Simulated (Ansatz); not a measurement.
# How much does Re in Mo(100), 2x2 scatter?

Wanted: the reflection from a plane of defects, Re in Mo(100), 2x2, and the resistivity it implies.

Method: Ansatz plane-wave DFT, PBE, PAW files; ballistic transport by layer matching (Landauer), zero bias; PAW set soft_1, in the first sound run; inputs show where later runs differ, in Ansatz 0.2.0.

## Step 1: Starting point

The cell holds 72 atoms: 71 Mo and 1 Re. Its edges and angles: a = 6.294 Å, b = 6.294 Å, c = 28.323 Å, α = 90.0°, β = 90.0°, γ = 90.0°. It derives from Mo. Regions: lead, 40 atoms (40 Mo); scattering region, 32 atoms (31 Mo and 1 Re). The structure is stacked along c, and the current runs across the ab planes.

## Step 2: Transmission at ideal sites

The defect sits in one plane of the supercell, all atoms on ideal sites; the layers about the cell's end are the lead. The mesh across the current, 8×8, is finer than the density's, because channels open and close sharply across the zone. Energies from -0.1 to 0.1 eV in steps of 0.05 eV are too few for the program's thermal sum, so it prints no conductance; for a metal the transmission near the Fermi level serves, at a fraction of the cost.

File input.yaml:

```yaml
crystal:
  lattice:
    - [6.294, 0.0, 0.0]
    - [0.0, 6.294, 0.0]
    - [0.0, 0.0, 28.323]
  atoms:
    - { symbol: Mo, position: [0.0, 0.0, 0.0277777778] }
    - { symbol: Mo, position: [0.0, 0.5, 0.0277777778] }
    - { symbol: Mo, position: [0.5, 0.0, 0.0277777778] }
    - { symbol: Mo, position: [0.5, 0.5, 0.0277777778] }
    - { symbol: Mo, position: [0.25, 0.25, 0.0833333333] }
    - { symbol: Mo, position: [0.25, 0.75, 0.0833333333] }
    - { symbol: Mo, position: [0.75, 0.25, 0.0833333333] }
    - { symbol: Mo, position: [0.75, 0.75, 0.0833333333] }
    - { symbol: Mo, position: [0.0, 0.0, 0.1388888889] }
    - { symbol: Mo, position: [0.0, 0.5, 0.1388888889] }
    - { symbol: Mo, position: [0.5, 0.0, 0.1388888889] }
    - { symbol: Mo, position: [0.5, 0.5, 0.1388888889] }
    - { symbol: Mo, position: [0.25, 0.25, 0.1944444444] }
    - { symbol: Mo, position: [0.25, 0.75, 0.1944444444] }
    - { symbol: Mo, position: [0.75, 0.25, 0.1944444444] }
    - { symbol: Mo, position: [0.75, 0.75, 0.1944444444] }
    - { symbol: Mo, position: [0.0, 0.0, 0.25] }
    - { symbol: Mo, position: [0.0, 0.5, 0.25] }
    - { symbol: Mo, position: [0.5, 0.0, 0.25] }
    - { symbol: Mo, position: [0.5, 0.5, 0.25] }
    - { symbol: Mo, position: [0.25, 0.25, 0.3055555556] }
    - { symbol: Mo, position: [0.25, 0.75, 0.3055555556] }
    - { symbol: Mo, position: [0.75, 0.25, 0.3055555556] }
    - { symbol: Mo, position: [0.75, 0.75, 0.3055555556] }
    - { symbol: Mo, position: [0.0, 0.0, 0.3611111111] }
    - { symbol: Mo, position: [0.0, 0.5, 0.3611111111] }
    - { symbol: Mo, position: [0.5, 0.0, 0.3611111111] }
    - { symbol: Mo, position: [0.5, 0.5, 0.3611111111] }
    - { symbol: Mo, position: [0.25, 0.25, 0.4166666667] }
    - { symbol: Mo, position: [0.25, 0.75, 0.4166666667] }
    - { symbol: Mo, position: [0.75, 0.25, 0.4166666667] }
    - { symbol: Mo, position: [0.75, 0.75, 0.4166666667] }
    - { symbol: Mo, position: [0.0, 0.0, 0.4722222222] }
    - { symbol: Mo, position: [0.0, 0.5, 0.4722222222] }
    - { symbol: Mo, position: [0.5, 0.0, 0.4722222222] }
    - { symbol: Mo, position: [0.5, 0.5, 0.4722222222] }
    - { symbol: Re, position: [0.25, 0.25, 0.5277777778] }
    - { symbol: Mo, position: [0.25, 0.75, 0.5277777778] }
    - { symbol: Mo, position: [0.75, 0.25, 0.5277777778] }
    - { symbol: Mo, position: [0.75, 0.75, 0.5277777778] }
    - { symbol: Mo, position: [0.0, 0.0, 0.5833333333] }
    - { symbol: Mo, position: [0.0, 0.5, 0.5833333333] }
    - { symbol: Mo, position: [0.5, 0.0, 0.5833333333] }
    - { symbol: Mo, position: [0.5, 0.5, 0.5833333333] }
    - { symbol: Mo, position: [0.25, 0.25, 0.6388888889] }
    - { symbol: Mo, position: [0.25, 0.75, 0.6388888889] }
    - { symbol: Mo, position: [0.75, 0.25, 0.6388888889] }
    - { symbol: Mo, position: [0.75, 0.75, 0.6388888889] }
    - { symbol: Mo, position: [0.0, 0.0, 0.6944444444] }
    - { symbol: Mo, position: [0.0, 0.5, 0.6944444444] }
    - { symbol: Mo, position: [0.5, 0.0, 0.6944444444] }
    - { symbol: Mo, position: [0.5, 0.5, 0.6944444444] }
    - { symbol: Mo, position: [0.25, 0.25, 0.75] }
    - { symbol: Mo, position: [0.25, 0.75, 0.75] }
    - { symbol: Mo, position: [0.75, 0.25, 0.75] }
    - { symbol: Mo, position: [0.75, 0.75, 0.75] }
    - { symbol: Mo, position: [0.0, 0.0, 0.8055555556] }
    - { symbol: Mo, position: [0.0, 0.5, 0.8055555556] }
    - { symbol: Mo, position: [0.5, 0.0, 0.8055555556] }
    - { symbol: Mo, position: [0.5, 0.5, 0.8055555556] }
    - { symbol: Mo, position: [0.25, 0.25, 0.8611111111] }
    - { symbol: Mo, position: [0.25, 0.75, 0.8611111111] }
    - { symbol: Mo, position: [0.75, 0.25, 0.8611111111] }
    - { symbol: Mo, position: [0.75, 0.75, 0.8611111111] }
    - { symbol: Mo, position: [0.0, 0.0, 0.9166666667] }
    - { symbol: Mo, position: [0.0, 0.5, 0.9166666667] }
    - { symbol: Mo, position: [0.5, 0.0, 0.9166666667] }
    - { symbol: Mo, position: [0.5, 0.5, 0.9166666667] }
    - { symbol: Mo, position: [0.25, 0.25, 0.9722222222] }
    - { symbol: Mo, position: [0.25, 0.75, 0.9722222222] }
    - { symbol: Mo, position: [0.75, 0.25, 0.9722222222] }
    - { symbol: Mo, position: [0.75, 0.75, 0.9722222222] }
kpoints:
  mp_grid: { grid: [4, 4, 1] }
hamiltonian:
  xc: pbe
  pseudopotentials: { kind: paw, azcp: { folder: soft_1 } }
scf:
  occupations: { method: fermi_dirac, width: 0.1 }
output:
  transmission: { leads: [[0, 4]], kmesh: [8, 8], e_range: [-0.1, 0.1], de: 0.05 }
  write_potential: true
  write_density: true
  volumetric_format: npy
  elf: true
```

The run is started by

```
$ ansatz run input.yaml --threads 4 --pin off --max-ram 15360MiB --backend cpu --events-out ev --progress --plain --runs-dir out
```

Numbers of over 12 decimals in the logs are rounded to 6 here.

The log of the run:

```text
Engine: ansatz 0.2.0, x86_64-unknown-linux-gnu
Pseudopotentials: kind: paw
Pseudopotential: Mo, paw, valence charge 14, recommended cutoff 420 eV (normal), soft_1/Mo.paw.azcp
Pseudopotential: Re, paw, valence charge 15, recommended cutoff 420 eV (normal), soft_1/Re.paw.azcp
Functional definition: PBE
  parameter kappa = 0.804
  parameter beta = 0.066725
  exchange = pbe_x(kappa = kappa, mu = beta*pi^2/3)
  correlation = pbe_c(beta = beta)
Crystal: 72 atoms, lattice volume = 1122.000 Å³
Basis set: ecut = 420 eV, 21955 PW (Γ)
Bands: 606, of which v1, the nominal top of the filled ones, is band 505 counted from 1 (504 counted from 0)
Symmetry: 16 space group operations
Space group: P4/mmm (ITA 123), of the structure as read, at distance tolerance 1.0e-4 Å
k-points: 6 of 16
Non-local potential: Mo, projectors of the file, l = 0: 3, l = 1: 2, l = 2: 2, l = 3: 1
Non-local potential: Re, projectors of the file, l = 0: 3, l = 1: 2, l = 2: 2, l = 3: 1
PAW form: soft (Blöchl's): semilocal exchange-correlation on the pseudo side does not see the compensation charge
PAW one-centre angular grid: Mo, 590 points (default); XC on 64 Gauss nodes
PAW one-centre angular grid: Re, 590 points (default); XC on 64 Gauss nodes
Initial density: superposition of atomic densities (chi_scale 0.1, normalization cell, long waves kept (reshape's long-wave potential 0.85 eV rms))
Initial wavefunctions: pseudopotential atomic-orbital guess
Functional: x = pbe(κ = 0.804, μ = 0.219515), c = pbe(β = 0.066725)
SCF iter   1: F=—  HF=-362815.235363 eV  |F-HF|=—  |Δ(HF+E_count)|=         —  Δρ=1.18e-1  dr2=3.08e3  ethr=3.10e-3  ⟨swp⟩=4.8  Hψ=11486  notcnv=0
preconditioner: auto → Kerker (q_TF=auto, 2.680 Å⁻¹)  [metal: Δε(μ)=0.024 eV  Ē_g=4.634 eV  σ=0.100 eV  W_gap=0.06  n_scr=372 (ndim 8)  ℏωp=23.1 eV  f_vac=0.000  D(μ)=54.28/eV (n_scr^D=458)]
SCF iter   2: F=—  HF=-362770.026327 eV  |F-HF|=—  |Δ(HF+E_count)|=    4.52e1  Δρ=6.63e-2  dr2=1.26e3  ethr=3.10e-3  ⟨swp⟩=2.5  Hψ=7253  notcnv=0
SCF iter   3: F=—  HF=-362750.203369 eV  |F-HF|=—  |Δ(HF+E_count)|=    1.98e1  Δρ=1.11e-2  dr2=4.18e1  ethr=3.10e-3  ⟨swp⟩=3.0  Hψ=7331  notcnv=0
SCF iter   4: F=—  HF=-362749.646853 eV  |F-HF|=—  |Δ(HF+E_count)|=   5.57e-1  Δρ=2.38e-3  dr2=8.15e-1  ethr=3.10e-3  ⟨swp⟩=2.0  Hψ=4264  notcnv=0
SCF iter   5: F=—  HF=-362749.644990 eV  |F-HF|=—  |Δ(HF+E_count)|=   1.86e-3  Δρ=7.41e-4  dr2=1.88e-1  ethr=8.07e-5  ⟨swp⟩=1.0  Hψ=3636  notcnv=0
SCF iter   6: F=—  HF=-362749.643378 eV  |F-HF|=—  |Δ(HF+E_count)|=   1.61e-3  Δρ=2.06e-4  dr2=3.75e-3  ethr=1.87e-5  ⟨swp⟩=1.0  Hψ=3636  notcnv=0
SCF iter   7: F=—  HF=-362749.643320 eV  |F-HF|=—  |Δ(HF+E_count)|=   5.78e-5  Δρ=3.17e-5  dr2=1.61e-5  ethr=3.72e-7  ⟨swp⟩=1.0  Hψ=3636  notcnv=0
SCF iter   8: F=—  HF=-362749.643865 eV  |F-HF|=—  |Δ(HF+E_count)|=   5.44e-4  Δρ=6.94e-6  dr2=2.87e-6  ethr=1.60e-9  ⟨swp⟩=2.0  Hψ=5081  notcnv=0
SCF iter   9: F=—  HF=-362749.643864 eV  |F-HF|=—  |Δ(HF+E_count)|=   8.10e-8  Δρ=1.41e-6  dr2=1.29e-7  ethr=2.85e-10  ⟨swp⟩=1.0  Hψ=3636  notcnv=0
SCF iter  10: F=-362749.643864 eV  HF=-362749.643864 eV  |F-HF|=6.81e-9  |Δ(HF+E_count)|=   8.03e-9  Δρ=3.13e-7  dr2=7.32e-9  ethr=9.91e-12  ⟨swp⟩=5.7  Hψ=9109  notcnv=0
SCF 1 converged in 10 iterations: F = -362749.643864 eV  dr2 = 7.32e-9
  greatest PAW one-centre occupation: 1.000 electrons in one spin orbital (limit 2), on the Re atom at site 36 (counted from 0), in its partial waves of l = 0
transmission: 86 of 840 steps passed
transmission: 168 of 840 steps passed
[...]
transmission: 840 of 840 steps passed
SCF converged after 10 iterations
Free energy (F): -362749.643864 eV
Harris-Foulkes:  -362749.643864 eV  (|F-HF|=6.81e-9)
Internal energy: -362748.018093 eV  (E = F + TS)
E sigma→0 (E₀):  -362748.830979 eV
Entropy (-TS):   -1.625772 eV (-22.580 meV/atom)
Fermi energy:    21.144463 eV
--- Per-component energies (eV) ---
  E_band       = -3944.888294
  E_kinetic    = 30519.114813
  E_local      = -55354.684777  (includes V_loc(G=0)·N_el)
  E_nonlocal   = 10590.245328
  E_hartree    = 18851.867998
  E_xc         = -12884.062860
  E_vxc        = -15910.011489  (∫ρ·V_xc dr)
  E_paw        = -236742.178551  (= ΣΔE_a)
  E_vpaw       = -11493.291056  (= ΣTr[D̂ρ^β])
  E_aug_tail   = 0.003387  (compensation charges beyond the density's cutoff)
  E_ewald      = -117728.323430
  E_smearing   = -1.625772  (= −TS)
  E_closure    = -0.000000  (closes the sum)
  Σ components = -362749.643864   (vs F -362749.643864, Δ=0.00e0)
--- Band table (eV; the first three rows and the last of 6) ---
  k-point 0: bands = [... 501 lower, 20.9674, 20.9684, 20.9809, 20.9817, 20.9893, 20.9908, 20.9908, 21.5243, ... 97 higher]
  k-point 1: bands = [... 501 lower, 21.0716, 21.1159, 21.1618, 21.1648, 21.1752, 21.1761, 21.1824, 21.1866, ... 97 higher]
  k-point 2: bands = [... 501 lower, 21.0400, 21.0501, 21.0510, 21.2317, 21.2633, 21.3291, 21.3342, 21.3546, ... 97 higher]
  k-point 5: bands = [... 501 lower, 20.3871, 20.3952, 20.4038, 21.4682, 21.4686, 21.4881, 21.4881, 22.2161, ... 97 higher]
--- Transmission ---
  basis      : 349 plane waves across, 56 finite elements along
  points     : 15, standing for a mesh of 8 x 8
  energies   : 5 from -0.100000 to 0.100000 eV about the Fermi level, 0.050000 eV apart; the leads are filled to 0.000000 eV, and channels, transmission and decay are at 0.000000 eV
  crystal 0  : Mo4, at the sites [0, 4], period 1.5735 Å, over 26.75 Å; its Hamiltonian steps by up to 0.5 meV
    offset         : up to 0.0000 Å between an atom of the period and one for which it stands
    channels       : 6.593750e0 a spin
    conductance    : none, the energies end too early or step too widely for 300 K: set another output.transmission.e_range or a lower de, or, where they end at an eighth of basis.ecutwfc, a higher one
    slowest decay  : 0.0395 /Å at (0.5000, 0.3750)
  junction   : crystal 0 to crystal 0, 0.88 to 27.63 Å
    transmission   : 6.420658e0 a spin
    conductance    : none, the energies end too early or step too widely for 300 K: set another output.transmission.e_range or a lower de, or, where they end at an eighth of basis.ecutwfc, a higher one
```

It took 4.9 min on 4 threads of AMD EPYC 9R14 (Zen 4), shared host; peak memory 11 GiB.

The column dr2 measures how far the density is from self-consistency, as an energy; F and HF (Harris–Foulkes) agree once it is small.

This run has no spin polarisation although its electron count is odd.

This step gave:

```
free energy                                    : -362749.6439 eV
energy at zero smearing                        : -362748.8310 eV
Fermi energy                                   : 21.14 eV
cell area                                      : 39.61 Å²
transmission per spin nearest the Fermi level  : 6.421
open channels per spin nearest the Fermi level : 6.594
step of the lead's potential                   : 0.5 meV
```

Per spin. Transmission, zone mean against energy, zero at the Fermi level:

```
energy (eV)  transmission, zone mean
    -0.1000                     6.41
    -0.0500                     6.48
     0.0000                     6.42
     0.0500                     6.36
     0.1000                     6.62
```

Per spin. Table of open channels, zone mean, lead by energy, zero at the Fermi level:

```
energy (eV)  open channels, zone mean, lead
    -0.1000                            6.78
    -0.0500                            6.66
     0.0000                            6.59
     0.0500                            6.53
     0.1000                            6.84
```

Transmission over k1 and k2. At 0.0000 eV from the Fermi level.

Ten even steps from '0' (0.0) to '9' (14.1):
```
00134310
11389831
23899983
24999994
23899983
11389831
00134310
00122210
```
Columns: k1 (b1) from -0.5 to 0.375; rows upwards: k2 (b2) from -0.5 to 0.375.

Open channels over k1 and k2. At 0.0000 eV from the Fermi level.

Ten even steps from '_' (0.0) to '@' (15.0):
```
____..--==--..__
....--%%@@%%--..
::--%%@@@@@@%%--
::==@@@@@@@@@@==
::--%%@@@@@@%%--
....--%%@@%%--..
____..--==--..__
____..::::::..__
```
Columns: k1 (b1) from -0.5 to 0.375; rows upwards: k2 (b2) from -0.5 to 0.375.

Electrostatic potential energy in the ca plane at fractional y = 0.250, with atoms of Mo and Re within 0.2 Å of it. With pseudopotentials it is smooth inside the atoms' cores, unlike the true potential.

Ten even steps from '0' (-57 eV) to '9' (22 eV), each cell a mean:
```
99999999999999999999999999999999999999999999
89999977799999877899999877899998778999998778
58999732369998532489997423699996324799984235
37998510148997300269995100489983002699962003
37998510148997300269995100489984002699962003
58999742379998532589997423699996324799984236
89999977799999877899999877899998778999998778
99999999999999999999999999999999999999999999
99999999999999999999999999999999999999999999
99999998999999988999999988999999889999999889
79999854589999754689998645799997546899986457
47999620258998411379996201489984113699973114
27998500048997300269985100389983001599961003
47999621258998411379996201489984113699973114
79999864589999755689998645799997556899986557
99999998999999988999999988999999889999999889
99999999999999999999999999999999999999999999
```
Columns run along c (16.0 Å, from fractional 0.22 to 0.78 of the cell; values clipped at the 3rd and 97th percentile), rows up along a (6.3 Å). Atoms in or near the plane, at fractional coordinates: Mo at (0.31, 0.25), Mo at (0.31, 0.75), Mo at (0.42, 0.25), Mo at (0.42, 0.75), Re at (0.53, 0.25), Mo at (0.53, 0.75), Mo at (0.64, 0.25), Mo at (0.64, 0.75), Mo at (0.75, 0.25), Mo at (0.75, 0.75).

Valence density in the ca plane at fractional y = 0.250, with atoms of Mo and Re within 0.2 Å of it. It is the smooth field of the valence electrons, not physical close to the nuclei.

Ten even steps from '0' (0.2 e/Å³) to '9' (7.0 e/Å³), each cell a mean:
```
00000000000000000000000000000000000000000000
00000001000000001000000010000000010000000100
20000145410000255200000354100001453000003552
40000279720000489510001698300003896100016984
40000279720000489510001698300003896100016984
20000135410000245200000354100001453000003542
00000001000000000000000000000000000000000000
00000000000000000000000000000000000000000000
00000000000000000000000000000000000000000000
00000000000000000000000000000000000000000000
10000012200000122100000132000000221000001221
30000168620000378400001587200002785100014873
50000289830000599610002799300004997100016994
30000168620000377400001587200002785100014773
10000012100000122100000122000000221000001220
00000000000000000000000000000000000000000000
00000000000000000000000000000000000000000000
```
Columns run along c (16.0 Å, from fractional 0.22 to 0.78 of the cell), rows up along a (6.3 Å). Atoms in or near the plane, at fractional coordinates: Mo at (0.31, 0.25), Mo at (0.31, 0.75), Mo at (0.42, 0.25), Mo at (0.42, 0.75), Re at (0.53, 0.25), Mo at (0.53, 0.75), Mo at (0.64, 0.25), Mo at (0.64, 0.75), Mo at (0.75, 0.25), Mo at (0.75, 0.75).

ELF in the ca plane at fractional y = 0.250, with atoms of Mo and Re within 0.2 Å of it. It is the smooth field of the valence electrons, not physical close to the nuclei.

Values, 9 rows by 16 columns, each cell a mean:
```
0.36 0.41 0.26 0.34 0.42 0.28 0.32 0.42 0.28 0.29 0.42 0.31 0.28 0.42 0.33 0.27
0.37 0.32 0.59 0.41 0.32 0.56 0.46 0.32 0.52 0.50 0.32 0.47 0.54 0.32 0.43 0.58
0.39 0.30 0.60 0.43 0.29 0.57 0.48 0.28 0.54 0.52 0.28 0.50 0.56 0.28 0.45 0.59
0.34 0.40 0.30 0.33 0.41 0.30 0.31 0.42 0.29 0.30 0.42 0.31 0.30 0.42 0.32 0.30
0.42 0.41 0.32 0.40 0.41 0.34 0.39 0.39 0.38 0.39 0.39 0.38 0.35 0.41 0.40 0.33
0.34 0.37 0.41 0.34 0.39 0.39 0.35 0.40 0.38 0.38 0.40 0.35 0.38 0.39 0.34 0.40
0.39 0.28 0.59 0.44 0.27 0.57 0.48 0.28 0.54 0.53 0.28 0.50 0.56 0.26 0.46 0.58
0.35 0.35 0.51 0.37 0.36 0.48 0.40 0.38 0.45 0.44 0.38 0.41 0.47 0.36 0.38 0.50
0.40 0.41 0.29 0.38 0.41 0.31 0.36 0.40 0.36 0.37 0.40 0.35 0.32 0.41 0.37 0.30
```
Columns run along c (16.0 Å, from fractional 0.22 to 0.78 of the cell), rows up along a (6.3 Å). Atoms in or near the plane, at fractional coordinates: Mo at (0.31, 0.25), Mo at (0.31, 0.75), Mo at (0.42, 0.25), Mo at (0.42, 0.75), Re at (0.53, 0.25), Mo at (0.53, 0.75), Mo at (0.64, 0.25), Mo at (0.64, 0.75), Mo at (0.75, 0.25), Mo at (0.75, 0.75).

Over the solved energies the transmission per spin lies between 6.36 and 6.62, out of 6.68 channels of the lead on average (up to 6.84).

## Step 3: Resistance at ideal sites

This step: Ansatz plane-wave DFT, PBE, PAW files; ballistic transport by layer matching (Landauer), zero bias; area resistance of the defect plane and resistivity an atomic per cent; PAW set soft_1 (Ansatz 0.2.0).

This step gave:

```
area resistance                                                                                 : 0.02104 fΩ m²
T over the leads' mean channel count                                                            : 0.9736
resistivity per at.% scaled from this dense plane, with the factor 3/4 for isotropic scattering : 0.4012 µΩ cm
```

Averaged over the energies near the Fermi level, 97.4 % of the channels pass, which makes 0.0210 fΩ m².

By hand, with T and the leads' channels N averaged over the energies near the Fermi level: RA = A (h/2e²)(1/T − 1/N) = 39.61×10⁻²⁰ m² × 12 906 Ω × (1/6.420 − 1/6.594) = 0.0210 fΩ m². Per atomic per cent: RA × A / V_atom × 0.01 × 3/4 = 0.401 µΩ cm, with the host's V_atom = 15.58 Å³.

(Part 1 of 3 ends here.)

[Logs are printed without paths, hosts, clocks, repeated set-up lines and the standing remarks that a program may print on its own settings, such as how far it seeks lower states.]

[Hosts, paths, dates, database ids (printed as entryN), source tags and the programs' standing remarks are cut or masked in the printed files.]
